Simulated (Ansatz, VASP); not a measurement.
**One calculation of Os, two programs**

```
Os
1.0
     2.73410    0.00000    0.00000
    -1.36705    2.36780    0.00000
     0.00000    0.00000    4.40609
Os
2
Direct
  0.66667 0.33333 0.75000
  0.33333 0.66667 0.25000
```

Alike in both runs: functional PBE; k mesh 9 × 9 × 5; occupations fermi-dirac, width 0.05 eV; no spin polarisation.

|  | VASP | Ansatz |
| --- | --- | --- |
| version | VASP 6.6.1 | Ansatz 0.2.0 |
| potentials or method | VASP PAW PBE potentials, release 64 (Os) | Ansatz PAW |
| plane-wave cutoff (eV) | 520 | 420 |
| valence electrons in the cell | 16 | 32 |
| task | single point | band structure |

|  | VASP | Ansatz | Ansatz less VASP |
| --- | --- | --- | --- |
| gap on the k mesh at the Fermi level (eV) | none | none | - |
| pressure (GPa) | -0.2 | 0.0 | +0.13 |
| largest component of the traceless stress (GPa) | 8.24 | 8.29 | +0.049 |

A gap of «none» marks a metal or a gap that the smearing closes. The two sets of potentials don't hold the same shells in valence.

Caveats: spin-orbit coupling is left out, which moves the levels of the heavy elements (Ansatz). The runs have no spin-orbit coupling, so splittings on Os are missing.
